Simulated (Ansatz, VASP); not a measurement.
# One calculation of Hf2Si, two programs

```
Hf Si
1.0
    -3.27535    3.27535    2.58282
     3.27535   -3.27535    2.58282
     3.27535    3.27535   -2.58282
Hf Si
4 2
Cartesian
  1.0251 2.2503 2.5828
  2.2503 -1.0251 2.5828
  2.2503 1.0251 0.0000
  1.0251 4.3004 0.0000
  0.0000 0.0000 3.8742
  0.0000 0.0000 1.2914
```

Alike in both runs: task single point; functional PBEsol; k mesh 1 × 1 × 1; occupations gaussian, width 0.1 eV; no spin polarisation.

```csv
,VASP,Ansatz
version,VASP 6.6.1,Ansatz 0.2.0
potentials or method,"VASP PAW PBE potentials, release 64 (Hf_pv, Si)","scalar-relativistic, plane waves, PAW"
plane-wave cutoff (eV),520,420
valence electrons in the cell,48,112
```

Ansatz gave:

| Property | Result |
| --- | --- |
| gap on the k mesh at the Fermi level (eV) | 2.49 |
| least direct gap on the mesh (eV) | 2.49 |
| pressure (GPa) | -3.0 |
| largest component of the traceless stress (GPa) | 3.99 |
| rms of the force components (eV/Å) | 0.836 |

Problem. Estimate VASP's values.

Solution. gap on the k mesh at the Fermi level (eV): 2.47; least direct gap on the mesh (eV): 2.47; pressure (GPa): -3.1; largest component of the traceless stress (GPa): 4.06; rms of the force components (eV/Å): 0.839.

Atom by atom the forces differ by 0.003 eV/Å (rms over components). With one functional, cell and mesh, what is left measures potentials, basis and numerics. The two sets of potentials don't hold the same shells in valence.

Caveats: the k mesh is coarse (spacing up to 1.55 Å⁻¹), so the values aren't converged; the PAW data sets were made with another functional, which shifts forces and pressure a little (VASP); spin-orbit coupling is left out, which moves the levels of the heavy elements; an odd mesh through Γ misses points on the zone boundary, where band edges often lie. PBEsol gaps usually lie below the measured ones, often by a third to a half.
